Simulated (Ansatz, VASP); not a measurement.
# InP in VASP and in Ansatz

```
In P
1.0
    11.10000    0.00000    0.00000
     0.00000    9.30000    0.00000
     0.00000    0.00000    2.69074
In P
1 1
Direct
  0.39450 0.50000 0.00000
  0.60550 0.50000 0.50000
```

Alike in both runs: functional PBE; k mesh 1 × 1 × 26; occupations gaussian, width 0.05 eV; collinear spin.

Ansatz relaxed the structure, and its values are those at the end. VASP's run is a single point on that final structure, the one shown.

```csv
,VASP,Ansatz
version,VASP 6.6.1,Ansatz 0.2.0
potentials or method,"VASP PAW PBE potentials, release 64 (In_d, P)","scalar-relativistic, plane waves, PAW"
plane-wave cutoff (eV),520,420
valence electrons in the cell,18,18
```

Ansatz gave:

* gap on the k mesh at the Fermi level (eV): none
* rms of the force components (eV/Å): 0.001
* net moment per atom (μB): 0.06
* size of the moment on the site where the two differ most (μB): 0.06

Task: What did VASP give for the same quantities?

Result: gap on the k mesh at the Fermi level (eV): none; rms of the force components (eV/Å): 0.004; net moment per atom (μB): 0.06; size of the moment on the site where the two differ most (μB): 0.04.

Site moments also hang on the region over which each program counts them. A gap of «none» marks a metal or a gap that the smearing closes. Ansatz warned: «seeded_moment_not_kept».
